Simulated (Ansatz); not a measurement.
Input for Ansatz (plane-wave DFT, PAW):

```yaml
crystal:
  lattice:
    - [-1.6875961282, 1.6875961282, 2.0653201206]
    - [1.6875961282, -1.6875961282, 2.0653201206]
    - [1.6875961282, 1.6875961282, -2.0653201206]
  atoms:
    - { symbol: Hf, position: [0.0, 0.0, 0.0] }
    - { symbol: H, position: [0.75, 0.25, 0.5] }
    - { symbol: H, position: [0.25, 0.75, 0.5] }
basis:
  ecutwfc: 500
kpoints:
  mp_grid: { grid: [16, 16, 16] }
hamiltonian:
  xc: r2scan
scf:
  occupations: { method: gaussian, width: 0.1 }
output:
  forces: true
  stress: true
  eigenvalues: true
  write_density: true
  write_potential: true
  elf: true
  volumetric_format: npy
relax:
  adjacent_minimum: "off"
  f_tol: 0.01
  max_steps: 30
  cell: { stress_tol: 0.1, fix: [volume] }
```

Run as
```bash
ansatz run input.yaml --threads 1 --pin off --max-ram 2560MiB --backend cpu --events-out ev --progress --plain --runs-dir out
```

Method: DFT r2SCAN, scalar-relativistic, plane waves, PAW in Ansatz.

Part of what the program printed, abridged (iterations and final results):

```
SCF iter   1: F=—  HF=-15766.412839 eV  |F-HF|=—  |Δ(HF+E_count)|=         —  Δρ=7.66e-3  dr2=8.58e-3  dr2_τ=4.15e-2  ethr=1.77e-3  ⟨swp⟩=4.6  Hψ=25647  notcnv=0
SCF iter   2: F=—  HF=-15766.438436 eV  |F-HF|=—  |Δ(HF+E_count)|=   2.56e-2  Δρ=4.53e-3  dr2=2.89e-3  dr2_τ=8.34e-4  ethr=3.07e-5  ⟨swp⟩=2.8  Hψ=16943  notcnv=0  defer=1
SCF iter   3: F=—  HF=-15766.438279 eV  |F-HF|=—  |Δ(HF+E_count)|=   1.57e-4  Δρ=3.53e-3  dr2=1.71e-3  dr2_τ=1.05e-4  ethr=1.03e-5  ⟨swp⟩=2.9  Hψ=13080  notcnv=0  defer=1
SCF iter   4: F=—  HF=-15766.438635 eV  |F-HF|=—  |Δ(HF+E_count)|=   3.56e-4  Δρ=1.45e-3  dr2=2.62e-4  dr2_τ=1.37e-5  ethr=6.11e-6  ⟨swp⟩=2.0  Hψ=10833  notcnv=0  defer=1
SCF iter   5: F=—  HF=-15766.438789 eV  |F-HF|=—  |Δ(HF+E_count)|=   1.53e-4  Δρ=3.18e-4  dr2=1.12e-5  dr2_τ=1.00e-6  ethr=9.36e-7  ⟨swp⟩=2.0  Hψ=7375  notcnv=0  defer=1
SCF iter   6: F=—  HF=-15766.438793 eV  |F-HF|=—  |Δ(HF+E_count)|=   4.29e-6  Δρ=4.69e-5  dr2=2.86e-7  dr2_τ=1.22e-7  ethr=4.01e-8  ⟨swp⟩=2.0  Hψ=10813  notcnv=0  defer=1
SCF iter   7: F=-15766.438793 eV  HF=-15766.438793 eV  |F-HF|=1.33e-8  |Δ(HF+E_count)|=   7.41e-8  Δρ=1.52e-5  dr2=4.30e-8  dr2_τ=1.58e-9  ethr=3.57e-10  ⟨swp⟩=9.8  Hψ=47490  notcnv=0
SCF 1 converged in 7 iterations: F = -15766.438793 eV  dr2 = 4.30e-8
relax step   1: F+E_penalty+E_count = -15766.43879312 eV  Δ(F+E_penalty+E_count) = +0.000e0 eV  max|allowed force component| = 2.530e-19 eV/Å  Δτ_max = 0.0000 Å  P = +17.288 GPa  Ω = 23.528 Å³  fix = [volume]  reactions: volume +17.288 GPa (7 SCF iters, dr2 threshold 1.00e-7 eV, accepted)
Basis set: ecut = 500 eV, 603 PW (Γ), exchange–correlation on 96×96×96 points (64 copies of the dense FFT grid, shifted against one another)
Initial density: handed on by an earlier stage of this run
Initial wavefunctions: those handed on with the density
SCF iter   1: F=—  HF=-15766.438190 eV  |F-HF|=—  |Δ(HF+E_count)|=         —  Δρ=5.73e-4  dr2=2.34e-5  dr2_τ=8.19e-4  ethr=6.84e-8  ⟨swp⟩=3.0  Hψ=37585  notcnv=0
SCF iter   2: F=—  HF=-15766.439077 eV  |F-HF|=—  |Δ(HF+E_count)|=   8.87e-4  Δρ=3.32e-4  dr2=1.09e-5  dr2_τ=2.33e-6  ethr=6.84e-8  ⟨swp⟩=2.6  Hψ=11413  notcnv=0
SCF iter   3: F=—  HF=-15766.439083 eV  |F-HF|=—  |Δ(HF+E_count)|=   5.76e-6  Δρ=1.90e-4  dr2=4.15e-6  dr2_τ=1.64e-7  ethr=3.89e-8  ⟨swp⟩=1.1  Hψ=6330  notcnv=0
SCF iter   4: F=-15766.439087 eV  HF=-15766.439087 eV  |F-HF|=1.64e-7  |Δ(HF+E_count)|=   3.81e-6  Δρ=3.85e-5  dr2=2.65e-7  dr2_τ=1.19e-8  ethr=1.07e-9  ⟨swp⟩=7.2  Hψ=45726  notcnv=0
SCF 2 converged in 4 iterations: F = -15766.439087 eV  dr2 = 2.65e-7
relax step   2: F+E_penalty+E_count = -15766.43908677 eV  Δ(F+E_penalty+E_count) = -2.937e-4 eV  max|allowed force component| = 1.084e-19 eV/Å  Δτ_max = 0.0000 Å  P = +17.126 GPa  Ω = 23.528 Å³  energy of the carried Pulay correction = +6.638e-7 eV  fix = [volume]  reactions: volume +17.126 GPa (4 SCF iters, dr2 threshold 3.00e-7 eV, accepted)
Initial wavefunctions: pseudopotential atomic-orbital guess (no wavefunctions were taken with the density)
SCF iter   1: F=—  HF=-15766.439086 eV  |F-HF|=—  |Δ(HF+E_count)|=         —  Δρ=3.94e-5  dr2=2.68e-7  dr2_τ=2.08e-8  ethr=6.78e-9  ⟨swp⟩=3.3  Hψ=45261  notcnv=0
SCF iter   2: F=—  HF=-15766.439086 eV  |F-HF|=—  |Δ(HF+E_count)|=   1.09e-7  Δρ=2.80e-5  dr2=1.42e-7  dr2_τ=4.98e-9  ethr=9.56e-10  ⟨swp⟩=1.1  Hψ=6303  notcnv=0
SCF iter   3: F=—  HF=-15766.439086 eV  |F-HF|=—  |Δ(HF+E_count)|=   1.26e-7  Δρ=7.54e-6  dr2=1.11e-8  dr2_τ=1.85e-9  ethr=5.09e-10  ⟨swp⟩=2.0  Hψ=11155  notcnv=0
SCF iter   4: F=—  HF=-15766.439086 eV  |F-HF|=—  |Δ(HF+E_count)|=   1.49e-8  Δρ=3.44e-6  dr2=1.04e-9  dr2_τ=1.47e-10  ethr=3.95e-11  ⟨swp⟩=2.0  Hψ=11187  notcnv=0
SCF iter   5: F=-15766.439086 eV  HF=-15766.439086 eV  |F-HF|=1.82e-11  |Δ(HF+E_count)|=   1.06e-9  Δρ=7.33e-7  dr2=1.08e-10  dr2_τ=8.41e-12  ethr=1.00e-12  ⟨swp⟩=5.0  Hψ=35188  notcnv=0
SCF 3 converged in 5 iterations: F = -15766.439086 eV  dr2 = 1.08e-10
SCF converged after 5 iterations
Free energy (F): -15766.439086 eV
Harris-Foulkes:  -15766.439086 eV  (|F-HF|=1.82e-11)
Internal energy: -15766.436643 eV  (E = F + TS)
E sigma→0 (E₀):  -15766.437865 eV
Entropy (-TS):   -0.002443 eV (-0.814 meV/atom)
Fermi energy:    20.706322 eV
--- Per-component energies (eV) ---
  E_band       = 49.346305
  E_kinetic    = 459.462578
  E_local      = -5051.935004  (includes V_loc(G=0)·N_el)
  E_nonlocal   = -1245.159835
  E_hartree    = 2387.779306
  E_xc         = -304.704097
  E_vxc        = -323.441945  (∫ρ·V_xc dr)
  E_paw        = -6953.792517  (= ΣΔE_a)
  E_vpaw       = 1418.998280  (= ΣTr[D̂ρ^β])
  E_aug_tail   = -0.000898  (compensation charges beyond the density's cutoff)
  E_vtau       = 15.864564  (kinetic-family band-sum trace: ∫τ·v_τ [+ j·A + Jᵃ·Aᵃ] dr)
  E_ewald      = -5058.407698
  E_core_change = 0.321522  (= ΣΔE_core)
  E_smearing   = -0.002443  (= −TS)
--- Forces (eV/Å), atoms counted from 1 ---
  atom   1  Hf     0.00000000     0.00000000     0.00000000
  atom   2  H      0.00000000     0.00000000     0.00000000
  atom   3  H      0.00000000     0.00000000     0.00000000
--- Stress (GPa, compression-positive) ---
       17.122404       0.000000       0.000000
        0.000000      17.122404       0.000000
        0.000000       0.000000      17.135253
  P = ⅓ Tr σ = 17.1267 GPa (171.267 kbar)
--- Band table (eV; the first three rows and the last of 349) ---
  k-point 0: bands = ["-43.4083", "-11.1722", "-11.1722", "-11.1073", "8.0428", "8.1064", "8.1989", "8.1989", "8.2239", "8.2594", "8.2594", "8.2916", "19.2325", "20.1572", "20.1572", "21.4692", "22.6206", "24.4863"]
  k-point 1: bands = ["-43.4056", "-11.2089", "-11.1770", "-11.1195", "8.0479", "8.1703", "8.2004", "8.2244", "8.2540", "8.2577", "8.2890", "8.2963", "18.1584", "20.2984", "21.3930", "21.5326", "22.4635", "24.3242"]
  k-point 2: bands = ["-43.3976", "-11.3117", "-11.1905", "-11.1541", "8.0629", "8.1814", "8.2045", "8.2257", "8.2500", "8.2528", "8.2817", "8.7454", "16.8950", "20.7179", "21.7268", "21.8277", "23.1356", "24.1915"]
  k-point 348: bands = ["-43.3051", "-11.9072", "-11.5888", "-11.5888", "8.1773", "8.1924", "8.2073", "8.2073", "8.2396", "8.2620", "8.2620", "11.6564", "16.2664", "16.3147", "26.0860", "26.2140", "26.2140", "26.9777"]
--- Relaxed structure (2 steps of the walk, 2 accepted, 1 SCFs on fresh bases) ---
  F+E_penalty+E_count = -15766.43908622 eV   max|allowed force component| = 3.614e-19 eV/Å   (the final SCF, on the basis selected at the relaxed cell)
  cell:  # Å, volume = 23.5280 Å³
    - [-1.69266871, 1.69266871, 2.05295996]
    - [1.69266871, -1.69266871, 2.05295996]
    - [1.69266871, 1.69266871, -2.05295996]
  atoms:
    - { symbol: Hf, position: [0.0, 0.0, 0.0] }
    - { symbol: H, position: [0.75, 0.25000000, 0.5] }
    - { symbol: H, position: [0.25000000, 0.75, 0.5] }
```

The relaxation met its thresholds.

Time: 59 s on 1 thread of Arm Neoverse V1 (shared host), peak memory 0.52 GiB.

Spin–orbit coupling is left out, which can shift energies with elements as heavy as these.